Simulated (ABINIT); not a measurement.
BN:

```
N B
1.0
     2.49824    0.00000    0.00000
    -1.24912    2.16354    0.00000
     0.00000    0.00000    6.63570
N B
2 2
Direct
  0.66667 0.33333 0.25000
  0.33333 0.66667 0.75000
  0.66667 0.33333 0.75000
  0.33333 0.66667 0.25000
```

Base run:

| Item | Value |
| --- | --- |
| Program | ABINIT 10.8.3 (patched build) |
| Functional | SOGGA |
| Potentials or basis | JTH PAW PBE v2.0 |
| Cutoff | 707 eV |
| k mesh | 12 × 12 × 4 |
| Occupations | fermi-dirac, width 0.05 eV |
| Spin | no spin polarisation |

Its results: band gap on the k mesh 4.15 eV, indirect (least direct gap 4.56 eV); pressure 2.4 GPa.

Q: After a change of settings the same cell gave: band gap on the k mesh 4.33 eV, indirect (least direct gap 4.71 eV); pressure 6.9 GPa. Which change was it?
A. functional from SOGGA to PBEsol; k mesh from 12 × 12 × 4 to 5 × 5 × 2
B. functional from SOGGA to PBEsol
C. functional from SOGGA to HCTH407
D. functional from SOGGA to rPW86PBE

A: D.

Caveats: the PAW data sets were made with another functional, which shifts forces and pressure a little; the atomic spheres overlap.

Runs at the PBE level aren't shown here.
